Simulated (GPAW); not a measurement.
# ZrB2 (P6/mmm) in GPAW: notebook

Runs on ZrB2. Level: PBEsol. Tasks: single point.

Everything below comes from runs of GPAW 26.7.0. Logs are shortened: lines on timing, memory, paths and dates and some standing lists are left out, and cuts for length are marked. The log counts tension as positive stress, the text compression.

### 1 The structure

The structure is hexagonal, space group P6/mmm (No. 191). The conventional cell has a = 3.043 Å, b = 3.043 Å, c = 3.834 Å, α = 90.00°, β = 90.00°, γ = 120.00°. Around Zr (site symmetry 6/mmm) lie 12 B at 2.60 Å. B (site symmetry -6m2) has 3 B at 1.76 Å as nearest neighbours.

### 2 Single point, PBEsol, 10.25 Å³/atom

run.py

```python
from ase import Atoms
from ase.dft.bandgap import bandgap
from ase.io import write
from ase.units import GPa
from gpaw import GPAW, PW, setup_paths

setup_paths.insert(0, '.')

atoms = Atoms(['Zr', 'B', 'B'],
              cell=[[3.0432, 0.0, 0.0],
                    [-1.5216, 2.6354885088, 0.0],
                    [0.0, 0.0, 3.8335503472]],
              scaled_positions=[[0.0, 0.0, 0.0],
                                [0.6666666667, 0.3333333333, 0.5],
                                [0.3333333333, 0.6666666667, 0.5]],
              pbc=True)

calc = GPAW(mode=PW(800),
            xc='PBEsol',
            kpts={'size': (8, 8, 7), 'gamma': True},
            occupations={'name': 'fermi-dirac', 'width': 0.05},
            nbands=20,
            convergence={'density': 1e-05, 'energy': 1e-05},
            maxiter=150,
            txt='gpaw.txt')
atoms.calc = calc
energy = atoms.get_potential_energy()
forces = atoms.get_forces()
stress = atoms.get_stress()
calc.write('gs.gpw')
write('result.traj', atoms)
print(f'Energy: {energy:.6f} eV')
print('Forces (eV/A):')
print(forces.round(4))
print('Stress (GPa):', (stress / GPa).round(3))
print('Fermi level:', round(calc.get_fermi_level(), 4), 'eV')
print(f'Gap: {bandgap(calc)[0]:.4f} eV, direct: {bandgap(calc, direct=True)[0]:.4f} eV')
```

Potentials or basis: PAW data sets generated in the run's folder for this functional, pw.

On the command line:

```sh
$ gpaw-setup -f PBEsol B Zr
$ OMP_NUM_THREADS=1 python run.py
```

gpaw.txt:

```text
__  _  _
 | _ |_)|_||  |
 |__||  | ||/\| - 26.7.0

Input parameters:
  mode=PW(ecut=800.0),
  convergence={'density': 1e-05, 'energy': 1e-05},
  kpts=MonkhorstPack(size=(8, 8, 7), gamma=True),
  maxiter=150,
  nbands=20,
  occupations=Occupations(name='fermi-dirac', width=0.05),
  xc=XC(name='PBEsol')

Diagonalizing LCAO Hamiltonian
Converting LCAO to pw mode

         B  B

       Zr

Atoms  # Å, Bohr magnetons
|   | symbol |         x |        y |        z |    initial magnetic moments |
|---|--------|-----------|----------|----------|-----------------------------|
| 0 |     Zr |  0.000000 | 0.000000 | 0.000000 | ( 0.0000,  0.0000,  0.0000) |
| 1 |      B |  1.521600 | 0.878496 | 1.916775 | ( 0.0000,  0.0000,  0.0000) |
| 2 |      B | -0.000000 | 1.756992 | 1.916775 | ( 0.0000,  0.0000,  0.0000) |

Unit cell  # Å
| periodic |         x |        y |        z |  lengths |     angles |
|----------|-----------|----------|----------|----------|------------|
|      yes |  3.043200 | 0.000000 | 0.000000 | 3.043200 |  90.000000 |
|      yes | -1.521600 | 2.635489 | 0.000000 | 3.043200 |  90.000000 |
|      yes |  0.000000 | 0.000000 | 3.833550 | 3.833550 | 120.000000 |

Number of symmetries: 24
Symmetry operations  # r_c * U_cc + t_c -> r_c
|    | kind |            matrix            |
|----|------|------------------------------|
|  0 |  σ   |  1, 1, 0,  0,-1, 0,  0, 0, 1 |
|  1 |  C2  |  1, 1, 0,  0,-1, 0,  0, 0,-1 |
|  2 |  C6  |  1, 1, 0, -1, 0, 0,  0, 0, 1 |
|  3 |  S6  |  1, 1, 0, -1, 0, 0,  0, 0,-1 |
|  4 |  E   |  1, 0, 0,  0, 1, 0,  0, 0, 1 |
|  5 |  σ   |  1, 0, 0,  0, 1, 0,  0, 0,-1 |
|  6 |  σ   |  1, 0, 0, -1,-1, 0,  0, 0, 1 |
|  7 |  C2  |  1, 0, 0, -1,-1, 0,  0, 0,-1 |
|  8 |  σ   |  0, 1, 0,  1, 0, 0,  0, 0, 1 |
|  9 |  C2  |  0, 1, 0,  1, 0, 0,  0, 0,-1 |
| 10 |  C3  |  0, 1, 0, -1,-1, 0,  0, 0, 1 |
| 11 |  S3  |  0, 1, 0, -1,-1, 0,  0, 0,-1 |
| 12 |  C6  |  0,-1, 0,  1, 1, 0,  0, 0, 1 |
| 13 |  S6  |  0,-1, 0,  1, 1, 0,  0, 0,-1 |
| 14 |  σ   |  0,-1, 0, -1, 0, 0,  0, 0, 1 |
| 15 |  C2  |  0,-1, 0, -1, 0, 0,  0, 0,-1 |
| 16 |  σ   | -1, 0, 0,  1, 1, 0,  0, 0, 1 |
| 17 |  C2  | -1, 0, 0,  1, 1, 0,  0, 0,-1 |
| 18 |  C2  | -1, 0, 0,  0,-1, 0,  0, 0, 1 |
| 19 |  i   | -1, 0, 0,  0,-1, 0,  0, 0,-1 |
| 20 |  C3  | -1,-1, 0,  1, 0, 0,  0, 0, 1 |
| 21 |  S3  | -1,-1, 0,  1, 0, 0,  0, 0,-1 |
| 22 |  σ   | -1,-1, 0,  0, 1, 0,  0, 0, 1 |
| 23 |  C2  | -1,-1, 0,  0, 1, 0,  0, 0,-1 |

BZ-sampling:
  Number of BZ points: 448
  Number of IBZ points: 40

  Monkhorst-Pack size: [8, 8, 7]
  Monkhorst-Pack shift: [0.0625, 0.0625, 0.0]

K-points  # in reciprocal-cell coordinates
|     |                                coordinates |     weight |
|-----|--------------------------------------------|------------|
|   0 | (  0.00000000,   0.00000000,   0.00000000) | 0.00223214 |
|   1 | (  0.00000000,   0.00000000,   0.14285714) | 0.00446429 |
|   2 | (  0.00000000,   0.00000000,   0.28571429) | 0.00446429 |
|   3 | (  0.00000000,   0.00000000,   0.42857143) | 0.00446429 |
|   4 | (  0.12500000,   0.00000000,   0.00000000) | 0.01339286 |
|   5 | (  0.12500000,   0.00000000,   0.14285714) | 0.02678571 |
|   6 | (  0.12500000,   0.00000000,   0.28571429) | 0.02678571 |
|   7 | (  0.12500000,   0.00000000,   0.42857143) | 0.02678571 |
|   8 | (  0.25000000,  -0.12500000,   0.00000000) | 0.01339286 |
|   9 | (  0.25000000,  -0.12500000,   0.14285714) | 0.02678571 |
| ... |                                            |            |
|  39 | (  0.50000000,   0.50000000,   0.42857143) | 0.01339286 |

Plane wave coefficients: 1601
Cutoff: 800.0 eV

Spin-components: 1 (collinear spins)
Bands:           20
Projectors:      16
Spin-degeneracy: 2
Datatype:        complex128

Parallelization:
  kpt:    1
  domain: 1
  band:   1

Density:
  Valence electrons: 18.0
  Components: 1
  Grid points: [20 20 27]
  Charge: 0.0  # |e|

Potential:
  Grid points: [20 20 27]

species:
  Zr:
    name:    Zirconium
    Z:       40.0
    valence: 12
    core:    28
    charge:  0.0  # [|e|]
    compensation charges:
      type: gauss
      rc: 0.40  # [Å]
      lmax: 2
    cutoffs:
      filter: 2.39  # [Å]
      core: 1.59  # [Å]
    projectors
    | kind |    occ | energy [eV] | rcut [Å] |
    |------|--------|-------------|----------|
    |   4s |  2.000 |     -54.429 |    1.323 |
    |   5s |  2.000 |      -4.463 |    1.323 |
    |   4p |  6.000 |     -32.434 |    1.334 |
    |   5p |  0.000 |      -1.454 |    1.334 |
    |   4d |  2.000 |      -3.613 |    1.244 |
    |    d |        |      23.598 |    1.244 |

    Using partial waves for Zr as LCAO basis

  B:
    name:    Boron
    Z:       5.0
    valence: 3
    core:    2
    charge:  0.0  # [|e|]
    compensation charges:
      type: gauss
      rc: 0.20  # [Å]
      lmax: 2
    cutoffs:
      filter: 1.14  # [Å]
      core: 1.42  # [Å]
    projectors
    | kind |    occ | energy [eV] | rcut [Å] |
    |------|--------|-------------|----------|
    |   2s |  2.000 |      -9.361 |    0.635 |
    |   2p |  1.000 |      -3.555 |    0.635 |
    |    s |        |      17.850 |    0.635 |
    |    p |        |      23.657 |    0.635 |
    |    d |        |       0.000 |    0.635 |

    Using partial waves for B as LCAO basis

Reference energy: -99169.565572  # eV

eigensolver:
  PPCG
  Converge bands: occupied
  niter=2

density mixing:
  MSR1-Mixer
  Pratt-step length: 0.05
  Maximum mixing coefficient: 0.75
  Old densities: 10
  SVD Regularization: 0.005
  Good broyden scale: 1.0
  Trust region scale: 1.0
  Backstep threshold: 4.0
  History deletion threshold: 6.0
  Fourier metric: weight=20.0, sigma=0.015

occupation numbers:
  Fermi-Dirac:
    width: 0.0500  # eV

poisson solver:
  ecut: 6400.0  # eV

xc functional:
  name: PBEsol with 2 nearest neighbor stencil

convergence criteria:
- Maximum integral of absolute [dens]ity change: 1e-05 electrons / valence electron
- Maximum [total energy] change in last 3 cyles: 1e-05 eV / valence electron
- Maximum integral of absolute [eigenst]ate change: 4e-08 eV^2 / valence electron
maximum number of iterations: 150

SCF iterations
|iter     | |      energy | eigst |  dens |
|---------|-|-------------|-------|-------|
|iter:   1| |  -26.544608 | +0.25 |       |
|iter:   2| |  -26.141832 | -1.72 | -0.95 |
|iter:   3| |  -25.092306 | -1.20 | -1.02 |
|iter:   4| |  -25.081946 | -2.74 | -1.68 |
|iter:   5| |  -25.084656 | -3.56 | -2.03 |
|iter:   6| |  -25.084764 | -4.39 | -2.71 |
|iter:   7| |  -25.084760c| -5.99 | -3.36 |
|iter:   8| |  -25.084760c| -7.57c| -4.15 |
|iter:   9| |  -25.084760c| -7.79c| -4.86 |
|iter:  10| |  -25.084760c| -8.56c| -5.40c|

Converged in 10 steps
Energy contributions relative to reference atoms: (reference = -99169.565572)

Energy contributions:
  Kinetic:          17.794104
  Coulomb:         -16.410433
  Zero:              0.380266
  External:          0.000000
  Xc:              -26.846402
  Entropy:          -0.004591
  Spinorbit:         0.000000
  ----------------------------
  Free energy:     -25.087056
  Extrapolated:    -25.084760

dipole moment: (-5.554386, -9.620480, -13.993836)  # |e|*Ang

Fermi level: 11.658
Eigenvalues  # (at kpt = [0.000, 0.000, 0.000])
| band index |      eig [eV] | occ [0-2] |
|------------|---------------|-----------|
|          0 |       -36.905 |     2.000 |
|          1 |       -15.171 |     2.000 |
|          2 |       -14.365 |     2.000 |
|          3 |       -14.365 |     2.000 |
|          4 |        -0.990 |     2.000 |
|          5 |         8.619 |     2.000 |
[... 9 lines left out ...]
|         15 |        18.547 |     0.000 |
|         16 |        20.312 |     0.000 |
|        ... |               |           |
|         19 |        29.718 |     0.000 |

No gap
No difference between direct/indirect transitions

Forces  # eV/Ang
|       x |        y |       z |
|---------|----------|---------|
| 0.00000 | -0.00000 | 0.00000 |  # Zr   0
| 0.00000 | -0.00000 | 0.00000 |  # B    1
| 0.00000 |  0.00000 | 0.00000 |  # B    2

Stress tensor  # eV/Ang^3
|         x |         y |        z |
|-----------|-----------|----------|
| -0.076120 | -0.000000 | 0.000000 |
|  0.000000 | -0.076120 | 0.000000 |
|  0.000000 |  0.000000 | 0.180536 |

# Writing to gs.gpw (mode='')
```

Wall time 26 s (1 thread of Arm Neoverse V1, shared host); peak memory 0.17 GiB.

Results:

```yaml
Free_energy: -25.0871 eV
Pressure: -1.5 GPa
Band_gap_on_the_k_mesh: none (metal or under the smearing width)
```

Caveat: the density grid can change from cell to cell, which puts small steps into energies and stress.

### 3 Single point, PBEsol, 10.25 Å³/atom

run.py, as its differences from that of step 2:

```diff
@@ -9,5 +9,5 @@
 atoms = Atoms(['Zr', 'B', 'B'],
-              cell=[[3.0432, 0.0, 0.0],
-                    [-1.5216, 2.6354885088, 0.0],
-                    [0.0, 0.0, 3.8335503472]],
+              cell=[[3.1066, 0.0, 0.0],
+                    [-1.5533, 2.6903945194, 0.0],
+                    [0.0, 0.0, 3.6786755519]],
               scaled_positions=[[0.0, 0.0, 0.0],
```

Potentials or basis: PAW data sets generated in the run's folder for this functional, pw.

On the command line:

```sh
$ gpaw-setup -f PBEsol B Zr
$ OMP_NUM_THREADS=1 python run.py
```

Run time: 30 s. Hardware: 1 thread of Arm Neoverse V1, shared host; peak memory 0.17 GiB.

It converged, with:

```
Free energy            : -25.3345 eV
Pressure               : -3.6 GPa
Band gap on the k mesh : none (metal or under the smearing width)
```

Caveat: the density grid can change from cell to cell, which puts small steps into energies and stress.
